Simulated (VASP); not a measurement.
Crystal: SnTe.

```xyz
2
Lattice="0.0000 3.1509 3.1509 3.1509 0.0000 3.1509 3.1509 3.1509 0.0000" Properties=species:S:1:pos:R:3 pbc="T T T"
Te    3.1509    3.1509    3.1509
Sn    0.0000    0.0000    0.0000
```

| Item | Value |
| --- | --- |
| Program | VASP 6.6.1 |
| Task | relaxation of cell and atoms |
| Functional | LDA |
| Potentials or basis | VASP PAW LDA potentials, release 64 (Te, Sn_d) |
| Cutoff | 600 eV |
| k mesh | 6 × 6 × 6 |
| Occupations | gaussian, width 0.02 eV |
| Spin | no spin polarisation |

At the start: pressure -1.5 GPa; volume 31.28 Å³/atom.

Where does the relaxation end?

Over 3 steps the energy falls by 4.5 meV/atom and the volume is 30.35 Å³/atom (-3.0 %); space group Fm-3m (No. 225, to 0.05 Å).

The path:
| step | energy change (eV) | largest force (eV/Å) | pressure (GPa) | volume (Å³) |
| --- | --- | --- | --- | --- |
| 1 | 0.0000 | 0.0000 | -1.52 | 62.56 |
| 2 | -0.0074 | 0.0000 | 0.68 | 59.92 |
| 3 | -0.0090 | 0.0000 | 0.00 | 60.69 |

Final structure:
```cif
data_structure
_symmetry_space_group_name_H-M 'P 1'
_symmetry_Int_Tables_number 1
_cell_length_a 4.4111
_cell_length_b 4.4111
_cell_length_c 4.4111
_cell_angle_alpha 60.000
_cell_angle_beta 60.000
_cell_angle_gamma 60.000
_cell_volume 60.69
loop_
_atom_site_label
_atom_site_type_symbol
_atom_site_fract_x
_atom_site_fract_y
_atom_site_fract_z
_atom_site_occupancy
Te1 Te 0.50000 0.50000 0.50000 1
Sn1 Sn 0.00000 0.00000 0.00000 1
```
